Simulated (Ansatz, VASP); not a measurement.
Two plane-wave programs on InAs

INCAR

```
SYSTEM = InAs
ALGO     = Fast           ! electronic algorithm
EDIFF    = 1E-6           ! SCF threshold, eV
ENCUT    = 520            ! plane-wave cutoff, eV
GGA      = PE             ! functional
ISIF     = 2              ! what is computed and relaxed
ISMEAR   = 0              ! smearing method
LASPH    = .True.         ! aspherical terms in the spheres
LCHARG   = .False.        ! write CHGCAR
LREAL    = .False.        ! projectors in reciprocal space
LWAVE    = .False.        ! write WAVECAR
NBANDS   = 16             ! bands
NELM     = 100            ! most SCF steps
PREC     = Accurate       ! precision mode
SIGMA    = 0.15           ! smearing width, eV
```

Contents of KPOINTS:

```
k-points
0
Gamma
  18 18 18
  0 0 0
```

POSCAR

```
InAs
1.0
    0.0000000000      2.7315175793      2.8752816624
    2.7315175793      0.0000000000      2.8752816624
    2.7315175793      2.7315175793      0.0000000000
In As
1 1
Direct
    0.5000000000      0.5000000000      0.5000000000
    0.0000000000      0.0000000000      0.0000000000
```

Input for Ansatz:

```yaml
crystal:
  lattice:
    - [0.0, 2.7315175793, 2.8752816624]
    - [2.7315175793, 0.0, 2.8752816624]
    - [2.7315175793, 2.7315175793, 0.0]
  atoms:
    - { symbol: In, position: [0.5, 0.5, 0.5] }
    - { symbol: As, position: [0.0, 0.0, 0.0] }
basis:
  ecutwfc: 420
kpoints:
  mp_grid: { grid: [18, 18, 18] }
hamiltonian:
  xc: pbe
scf:
  occupations: { method: gaussian, width: 0.15 }
output:
  forces: true
  stress: true
  eigenvalues: true
```

Change from the starting cell: strain -0.050 along x and y, +0.000 along z, atoms carried along.

Alike in both runs: task single point; functional PBE; k mesh 18 × 18 × 18; occupations gaussian, width 0.15 eV; no spin polarisation.

|  | VASP | Ansatz |
| --- | --- | --- |
| version | VASP 6.6.1 | Ansatz 0.2.0 |
| potentials or method | VASP PAW PBE potentials, release 64 (In_d, As) | scalar-relativistic, plane waves, PAW |
| plane-wave cutoff (eV) | 520 | 420 |
| valence electrons in the cell | 18 | 28 |

Ansatz gave:

- gap on the k mesh at the Fermi level (eV): none
- pressure (GPa): 8.4
- largest component of the traceless stress (GPa): 4.85

Task: Which values does VASP return?

Result: gap on the k mesh at the Fermi level (eV): none; pressure (GPa): 8.9; largest component of the traceless stress (GPa): 4.84.

A gap of «none» marks a metal or a gap that the smearing closes. The two sets of potentials don't hold the same shells in valence.
